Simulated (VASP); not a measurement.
# Ru (P6_3/mmc) in VASP: further runs

One crystal, Ru, is run at these levels: PBE; tasks: relaxation of cell and atoms, electrostatic potential.

Everything below comes from runs of VASP 6.6.1. Logs are shortened: lines on timing, memory, paths and dates and some standing lists are left out, and cuts for length are marked.

### Step 1. The crystal as given

It takes space group P6_3/mmc (No. 194, hexagonal). Conventional cell: a = 2.690 Å, b = 2.690 Å, c = 4.250 Å, α = 90.00°, β = 90.00°, γ = 120.00°. Ru (site symmetry -6m2) is surrounded by 12 Ru at 2.63 to 2.69 Å.

The cell was built by a generator and needn't be a form met in nature.

### Step 2. Relaxation of cell and atoms, PBE

Input file INCAR:

```
SYSTEM = Ru
PREC = Accurate ; ENCUT = 700
EDIFF = 1E-7 ; ISMEAR = 1
SIGMA = 0.1 ; LREAL = .FALSE.
LASPH = .TRUE. ; NELM = 120
ALGO = Fast ; ISIF = 3
LWAVE = .FALSE. ; LCHARG = .FALSE.
GGA = PE ; IBRION = 2
NSW = 40 ; EDIFFG = -0.005
```

Input file KPOINTS:

```
Automatic mesh
0
G
  18 18 10
  0 0 0
```

Input file POSCAR:

```
Ru
1.0
    2.6900000000      0.0000000000      0.0000000000
   -1.3450000000      2.3296083400      0.0000000000
    0.0000000000      0.0000000000      4.2500000000
Ru
2
Direct
    0.3333333300      0.6666666700      0.2500000000
    0.6666666700      0.3333333300      0.7500000000
```

Potentials or basis: VASP PAW PBE potentials, release 64 (Ru_pv).

On the command line:

```bash
$ cat potpaw_PBE.64/Ru_pv/POTCAR > POTCAR
$ mpirun -np 1 vasp_std > vasp.out
```

OUTCAR:

```text
SYSTEM = Ru
   PREC = Accurate
   ENCUT = 700
   EDIFF = 1E-7
   ISMEAR = 1
   LREAL = .FALSE.
   LASPH = .TRUE.
   NELM = 120
   ISIF = 3
   GGA = PE
   IBRION = 2
   NSW = 40
   EDIFFG = -0.005

 ion  position               nearest neighbor table
   1  0.333  0.667  0.250-   2 2.63   2 2.63   2 2.63   2 2.63   2 2.63   2 2.63
   2  0.667  0.333  0.750-   1 2.63   1 2.63   1 2.63   1 2.63   1 2.63   1 2.63

  LATTYP: Found a hexagonal cell.
 ALAT       =     2.6900000000
 C/A-ratio  =     1.5799256506

  Lattice vectors:

 A1 = (   2.6900000000,   0.0000000000,   0.0000000000)
 A2 = (  -1.3450000000,   2.3296083400,   0.0000000000)
 A3 = (   0.0000000000,   0.0000000000,   4.2500000000)

Analysis of symmetry for initial positions (statically):
=====================================================================
 Subroutine PRICEL returns:
 Original cell was already a primitive cell.

 Routine SETGRP: Setting up the symmetry group for a
 hexagonal supercell.

 Subroutine GETGRP returns: Found 24 space group operations
 (whereof 12 operations were pure point group operations)
 out of a pool of 24 trial point group operations.

The static configuration has the point symmetry D_3d.
 The point group associated with its full space group is D_6h.

Analysis of symmetry for dynamics (positions and initial velocities):
=====================================================================
 Subroutine PRICEL returns:
 Original cell was already a primitive cell.

 Routine SETGRP: Setting up the symmetry group for a
 hexagonal supercell.

 Subroutine GETGRP returns: Found 24 space group operations
 (whereof 12 operations were pure point group operations)
 out of a pool of 24 trial point group operations.

The dynamic configuration has the point symmetry D_3d.
 The point group associated with its full space group is D_6h.

 Subroutine INISYM returns: Found 24 space group operations
 (whereof 12 operations are pure point group operations),
 and found     1 'primitive' translations

----------------------------------------------------------------------------------------

                                     Primitive cell

  volume of cell :      26.6332

  direct lattice vectors                    reciprocal lattice vectors
     2.690000000  0.000000000  0.000000000     0.371747212  0.214628353  0.000000000
    -1.345000000  2.329608340  0.000000000     0.000000000  0.429256705  0.000000000
     0.000000000  0.000000000  4.250000000     0.000000000  0.000000000  0.235294118

  length of vectors
     2.690000000  2.690000003  4.250000000     0.429256706  0.429256705  0.235294118

  position of ions in fractional coordinates (direct lattice)
     0.333333330  0.666666670  0.250000000
     0.666666670  0.333333330  0.750000000

  ion indices of the primitive-cell ions
   primitive index   ion index
                 1           1
                 2           2

----------------------------------------------------------------------------------------

 KPOINTS: Automatic mesh

Automatic generation of k-mesh.
 Grid dimensions read from file:
 generate k-points for:   18   18   10

 Generating k-lattice:

  Cartesian coordinates                     Fractional coordinates (reciprocal lattice)
     0.020652623  0.011923797  0.000000000     0.055555556  0.000000000  0.000000000
     0.000000000  0.023847595  0.000000000     0.000000000  0.055555556  0.000000000
     0.000000000  0.000000000  0.023529412     0.000000000  0.000000000  0.100000000

  Length of vectors
     0.023847595  0.023847595  0.023529412

  Shift w.r.t. Gamma in fractional coordinates (k-lattice)
     0.000000000  0.000000000  0.000000000

 Subroutine IBZKPT returns following result:
 ===========================================

 Found    222 irreducible k-points:

 Following reciprocal coordinates:
            Coordinates               Weight
  0.000000  0.000000  0.000000      1.000000
  0.055556 -0.000000  0.000000      6.000000
  0.111111 -0.000000  0.000000      6.000000
  0.166667  0.000000  0.000000      6.000000
  0.222222 -0.000000  0.000000      6.000000
  0.277778  0.000000  0.000000      6.000000
[... 16 lines left out ...]
  0.333333  0.111111  0.000000     12.000000
  0.388889  0.111111  0.000000     12.000000
 [... further k-points ...]
   k-points           NKPTS =    222   k-points in BZ     NKDIM =    222   number of bands    NBANDS=     18
   number of dos      NEDOS =    301   number of ions     NIONS =      2
   total plane-waves  NPLWV =  23040
   dimension x,y,z NGX =    24 NGY =   24 NGZ =   40
   dimension x,y,z NGXF=    48 NGYF=   48 NGZF=   80
   ions per type =               2
   NGX,Y,Z   is equivalent  to a cutoff of  14.83, 14.83, 15.65 a.u.
   NGXF,Y,Z  is equivalent  to a cutoff of  29.66, 29.66, 31.29 a.u.
 SYSTEM =  Ru
   PREC   = accura    normal or accurate (medium, high low for compatibility)
   ISTART =      0    job   : 0-new  1-cont  2-samecut
   ICHARG =      2    charge: 1-file 2-atom 10-const
   ISPIN  =      1    spin polarized calculation?
   LNONCOLLINEAR =      F non collinear calculations
   LSORBIT =      F    spin-orbit coupling
   LASPH  =      T    aspherical Exc in radial PAW
   ENCUT  =  700.0 eV  51.45 Ry    7.17 a.u.   5.80  5.80  9.17*2*pi/ulx,y,z
   NELM   =    120;   NELMIN=  2; NELMDL= -5     # of ELM steps
   EDIFF  = 0.1E-06   stopping-criterion for ELM
   LREAL  =      F    real-space projection
   EDIFFG = -.5E-02   stopping-criterion for IOM
   NSW    =     40    number of steps for IOM
   IBRION =      2    ionic relax: 0-MD 1-quasi-New 2-CG
   NFREE  =      1    steps in history (QN), initial steepest desc. (CG)
   ISIF   =      3    stress and relaxation
   ISYM   =      2    0-nonsym 1-usesym 2-fastsym
   POTIM  = 0.5000    time-step for ionic-motion
   TEBEG  =    0.0;   TEEND  =   0.0 temperature during run
   PSTRESS=    0.0 pullay stress
   NELECT =      28.0000    total number of electrons
   NUPDOWN=      -1.0000    fix difference up-down
   EMIN   =  10.00;   EMAX   =-10.00  energy-range for DOS
   EFERMI =   0.00;   METHOD = LEGACY
   ISMEAR =     1;   SIGMA  =   0.10  broadening in eV -4-tet -1-fermi 0-gaus
   EFERMI_NEDOS =   21; number of points for ismear=-14 and -15
   IALGO  =     68    algorithm
   IMIX   =      4    mixing-type and parameters
     AMIX     =   0.40;   BMIX     =  1.00
     AMIX_MAG =   1.60;   BMIX_MAG =  1.00
  volume/ion in A,a.u.               =      13.32        89.87
  Fermi-wavevector in a.u.,A,eV,Ry     =   1.664637  3.145707 37.701953  2.771015
  Thomas-Fermi vector in A             =   2.751146
   LORBIT       =      0    0 simple, 1 ext, 2 COOP (PROOUT), +10 PAW based schemes
   GGA     = PE    functional components
   LHFCALC =     F    Hartree Fock is set to
   AEXX    =    0.0000 exact exchange contribution
   IVDW    =     0    specifies the selected vdW correction
   LEPSILON=     F    determine dielectric tensor
   LRPA    =     F    only Hartree local field effects (RPA)
 conjugate gradient relaxation of ions
 non-spin polarized calculation
 RMM-DIIS sequential band-by-band and
 Methfessel and Paxton  Order N= 1 SIGMA  =   0.10
  energy-cutoff  :      700.00
  volume of cell :       26.63
 maximum number of plane-waves:      1140
 NGX is ok and might be reduce to    24
   NGX = 11   NGY = 11   NGZ = 19

--------------------------------------- Ionic step        1  -------------------------------------------

 number of electron      27.9999994 magnetization

 Free energy of the ion-electron system (eV)
  ---------------------------------------------------
  ext. energy  EPLUGINS =         0.00000000
  ---------------------------------------------------
  free energy    TOTEN  =       -18.43733308 eV

  energy without entropy =      -18.43670105  energy(sigma->0) =      -18.43712241

------------------------ aborting loop because EDIFF is reached ----------------------------------------

  FORCE on cell =-STRESS in cart. coord.  units (eV):
  Direction    XX          YY          ZZ          XY          YZ          ZX
  --------------------------------------------------------------------------------------
  -------------------------------------------------------------------------------------
  Total        1.8150303      1.8150303      1.9422123      0.0000000      0.0000000      0.0000000
  in kB      109.1868487    109.1868490    116.8377461      0.0000000      0.0000000      0.0000000
  external PRESSURE =     111.7371479 kB  Pullay stress =       0.0000000 kB
[... 89 lines left out ...]
  FREE ENERGIE OF THE ION-ELECTRON SYSTEM (eV)
  ---------------------------------------------------
  free  energy   TOTEN  =       -18.4673143042 eV

  energy  without entropy=      -18.4666643727  energy(sigma->0) =      -18.46709766

[... ionic steps 4 to 7 ...]

--------------------------------------- Ionic step        8  -------------------------------------------

 number of electron      28.0000003 magnetization

------------------------ aborting loop because EDIFF is reached ----------------------------------------

  FORCE on cell =-STRESS in cart. coord.  units (eV):
  Direction    XX          YY          ZZ          XY          YZ          ZX
  --------------------------------------------------------------------------------------
  -------------------------------------------------------------------------------------
  Total        0.0157296      0.0157296     -0.0018861      0.0000000      0.0000000      0.0000000
  in kB        0.9158168      0.9158168     -0.1098162      0.0000000      0.0000000      0.0000000
  external PRESSURE =       0.5739392 kB  Pullay stress =       0.0000000 kB
[... 57 lines left out ...]
  energy  without entropy=      -18.4667157168  energy(sigma->0) =      -18.46715358

--------------------------------------- Ionic step       10  -------------------------------------------

 number of electron      28.0000003 magnetization

 Free energy of the ion-electron system (eV)
  ---------------------------------------------------
  ext. energy  EPLUGINS =         0.00000000
  ---------------------------------------------------
  free energy    TOTEN  =       -18.46737415 eV

  energy without entropy =      -18.46670772  energy(sigma->0) =      -18.46715200

 E-fermi :  12.5832     XC(G=0): -14.0353

 val. band max:       12.5796447889   @ k =   0.1667   0.0000   0.4000
 cond. band min:      12.5867676168   @ k =   0.1667   0.1111   0.3000
 fundamental gap:      0.0071228279
 Fermi energy:        12.5831848038

 k-point     1 :       0.0000    0.0000    0.0000
  band No.  band energies     occupation
      1     -31.0039      2.00000
      2     -30.1101      2.00000
      3     -30.1101      2.00000
      4     -29.9457      2.00000
      5     -29.9457      2.00000
      6     -29.9068      2.00000
[... 10 lines left out ...]
     17      13.7534     -0.00000
     18      13.8912     -0.00000
[... 466 lines left out ...]
      2     -30.5995      2.00000
      3     -30.5447      2.00000
      4     -30.3650      2.00000
      5     -30.1858      2.00000
      6     -30.1100      2.00000
[... 10 lines left out ...]
     17      16.2744      0.00000
     18      19.8838      0.00000

 [... further k-points ...]

------------------------ aborting loop because EDIFF is reached ----------------------------------------

  FORCE on cell =-STRESS in cart. coord.  units (eV):
  Direction    XX          YY          ZZ          XY          YZ          ZX
  --------------------------------------------------------------------------------------
  -------------------------------------------------------------------------------------
  Total       -0.0049446     -0.0049446      0.0054733      0.0000000      0.0000000     -0.0000000
  in kB       -0.2878397     -0.2878397      0.3186161      0.0000000      0.0000000     -0.0000000
  external PRESSURE =      -0.0856878 kB  Pullay stress =       0.0000000 kB
[... 17 lines left out ...]
  FREE ENERGIE OF THE ION-ELECTRON SYSTEM (eV)
  ---------------------------------------------------
  free  energy   TOTEN  =       -18.4673741487 eV

  energy  without entropy=      -18.4667077159  energy(sigma->0) =      -18.46715200

 reached required accuracy - stopping structural energy minimisation
```

Run time: 4.5 min. Hardware: 1 thread of Intel Xeon 6975P-C (Granite Rapids), shared host; peak memory 0.28 GiB.

Results:

| Property | Result |
| --- | --- |
| Free energy | -18.4674 eV |
| Relaxed volume | 13.76 Å³/atom |
| Relaxed cell | a = 2.720 Å, b = 2.720 Å, c = 4.297 Å, α = 90.00°, β = 90.00°, γ = 120.00° |
| Space group after relaxing (to 0.05 Å) | P6_3/mmc (No. 194) |
| Energy gained by relaxing | 15.0 meV/atom |
| Ionic steps | 10 |
| Pressure after relaxing | 0.0 GPa |
| Band gap on the k mesh | none (metal or under the smearing width) |

The path:
```
step  energy change (eV)  largest force (eV/Å)  pressure (GPa)  volume (Å³)
   1              0.0000                0.0000           11.17        26.63
   2              0.2090                0.0000          -24.32        30.38
   3             -0.0300                0.0000           -0.46        27.56
   4             -0.0300                0.0000            0.02        27.52
   5             -0.0300                0.0000           -0.21        27.54
   6             -0.0300                0.0000            0.50        27.48
   7             -0.0300                0.0000            0.01        27.52
   8             -0.0300                0.0000            0.06        27.52
   9             -0.0300                0.0000            0.04        27.52
  10             -0.0300                0.0000           -0.01        27.52
```

Final structure:
```
Ru
1.0
     2.71958    0.00000    0.00000
    -1.35979    2.35522    0.00000
     0.00000    0.00000    4.29696
Ru
2
Cartesian
  0.0000 1.5701 1.0742
  1.3598 0.7851 3.2227
```

[end of part 1 of 2]
